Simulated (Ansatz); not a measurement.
# Elastic constants of Mg2Ge (Fm-3m) under pressure

```xyz
3
Lattice="0.0000 3.1822 3.1822 3.1822 0.0000 3.1822 3.1822 3.1822 0.0000" Properties=species:S:1:pos:R:3 pbc="T T T"
Mg    1.5911    1.5911    1.5911
Mg    4.7733    4.7733    4.7733
Ge    0.0000    0.0000    0.0000
```

This is the zero-pressure cell. At each pressure cell and atoms are relaxed in this structure, and the constants are slopes of the stress at strains of ±0.005 with relaxed ions (the coefficients that govern stability under load). Level: PBEsol, PAW on Ansatz 0.2.0's default frozen-core files (fitted under PBE), scalar-relativistic; k mesh 12×12×12, strains of ±0.005, Fermi-Dirac smearing of 0.050 eV, cutoff 420 eV. P is the pressure of the relaxed cell, less that of this one.

| P (GPa) | V/V₀ | C11 (GPa) | C12 (GPa) | C44 (GPa) |
| --- | --- | --- | --- | --- |
| 0.00 | 1.0000 | 112.3 | 22.6 | 43.2 |
| 0.99 | ? | ? | ? | ? |
| 1.97 | 0.9658 | 123.3 | 29.1 | 47.0 |
| 4.00 | 0.9358 | 133.9 | 35.6 | 50.5 |
| 6.98 | 0.8988 | 148.5 | 45.1 | 54.7 |
| 10.00 | 0.8673 | 162.5 | 54.6 | 58.3 |
| 14.97 | 0.8249 | 183.9 | 70.0 | 62.9 |

Task: Does the bulk modulus from the constants agree with the pressure-volume curve?

Result: A third-order Birch-Murnaghan fit to the volumes shown (F against f, f = [(V₀/V)^(2/3) − 1]/2) gives B₀ = 52.6 GPa and B′ = 4.1. Its −V dP/dV stands beside (C11 + 2C12)/3:

```
P (GPa)  from P(V)  from the constants
   0.00       52.6                52.5
   1.97       60.4                60.5
   4.00       68.3                68.4
   6.98       79.5                79.6
  10.00       90.6                90.6
  14.97      108.4               108.0
```

Task: What are the pressure derivatives at zero pressure?

Result: Slopes at V₀ of quadratic fits in −ln(V/V₀) through the first four rows shown, divided by B₀: dC11/dP = 5.7, dC12/dP = 3.3, dC44/dP = 2.1. The mean slopes up to 4.0 GPa are 5.4, 3.3, 1.8; curvature and scatter of the constants part the two. The combination (dC11/dP + 2 dC12/dP)/3 = 4.1 stands against B′.

Task: Fill the row at 0.99 GPa.

Result: Cubic fits in −ln(V/V₀) through all rows shown give C11 = 117.9, C12 = 25.9, C44 = 45.2 GPa. Computed: V/V₀ = 0.9819, C11 (GPa) = 117.9, C12 (GPa) = 25.9, C44 (GPa) = 45.2.

Task: Does a shear stiffness soften?

Result: C44 goes from 43.2 to 62.9 GPa; (C11 − C12)/2 goes from 44.9 to 57.0 GPa. Neither ends more than 3 % under its start, and the lattice stays mechanically stable over this range.

Keep in mind: no other phase was computed; many crystals of this kind change structure within this range, and rows or crossings beyond such a change describe a metastable lattice; frozen-core PAW files fitted under PBE, their cores solved anew for the functional of the run; the gap is closed or tiny at this level, so small that the run used smearing; responses move with mesh and smearing; responses of metals move with mesh and smearing; phonons weren't checked at these pressures.
